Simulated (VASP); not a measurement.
Set up this calculation in VASP 6.6.1, as the native input.

| Quantity | Value |
| --- | --- |
| Task | relaxation of cell and atoms |
| Functional | PBEsol |
| Dispersion | D4 |
| Potentials or basis | VASP PAW PBE potentials, release 64 (C) |
| Cutoff | 600 eV |
| k mesh | 12 × 12 × 4 |
| Occupations | fermi-dirac, width 0.05 eV |
| Spin | no spin polarisation |
| Further INCAR settings | ALGO = Fast; EDIFF = 1e-06; IBRION = 2; EDIFFG = -0.02; NSW = 40; ISIF = 3 |

The structure of C lies in POSCAR:

```
C
1.0
    2.5221000000      0.0000000000      0.0000000000
   -1.2610500000      2.1842026709      0.0000000000
    0.0000000000      0.0000000000      8.2371000000
C
8
Direct
    0.6666666667      0.3333333333      0.8437500000
    0.3333333333      0.6666666667      0.3437500000
    0.6666666667      0.3333333333      0.6562500000
    0.3333333333      0.6666666667      0.1562500000
    0.0000000000      0.0000000000      0.9062500000
    0.0000000000      0.0000000000      0.4062500000
    0.0000000000      0.0000000000      0.5937500000
    0.0000000000      0.0000000000      0.0937500000
```

This is a hexagonal form of diamond, not graphite.

The input as run:

INCAR

```
SYSTEM = C
PREC = Accurate
ENCUT = 600
EDIFF = 1E-6
ISMEAR = -1
SIGMA = 0.05
LREAL = .FALSE.
LASPH = .TRUE.
NELM = 80
ALGO = Fast
ISIF = 3
LWAVE = .FALSE.
LCHARG = .FALSE.
GGA = PS
IVDW = 13
IBRION = 2
NSW = 40
EDIFFG = -0.02
```

KPOINTS

```
Automatic mesh
0
G
  12 12 4
  0 0 0
```

Potentials or basis: VASP PAW PBE potentials, release 64 (C).

Run with:

```console
$ cat potpaw_PBE.64/C/POTCAR > POTCAR
$ mpirun -np 1 vasp_std > vasp.out
```

Results of the run:

* Relaxed volume: 5.58 Å³/atom
* Relaxed cell: a = 2.500 Å, b = 2.500 Å, c = 8.248 Å, α = 90.00°, β = 90.00°, γ = 120.00°
* Space group after relaxing (to 0.05 Å): P6_3/mmc (No. 194)
* Energy gained by relaxing: 4.4 meV/atom
* Ionic steps: 6
* Pressure after relaxing: 0.1 GPa
* Largest force after relaxing: 0.016 eV/Å
* Band gap on the k mesh: 4.44 eV, indirect (least direct gap 5.28 eV)
* Dispersion energy per atom: -0.121 eV

Caveat: the PAW data sets were made with another functional, which shifts forces and pressure a little.

It took 6.4 min on 1 thread of AMD EPYC 7R43 64-Core Processor (Zen 3), on a shared host, peak memory 0.15 GiB.
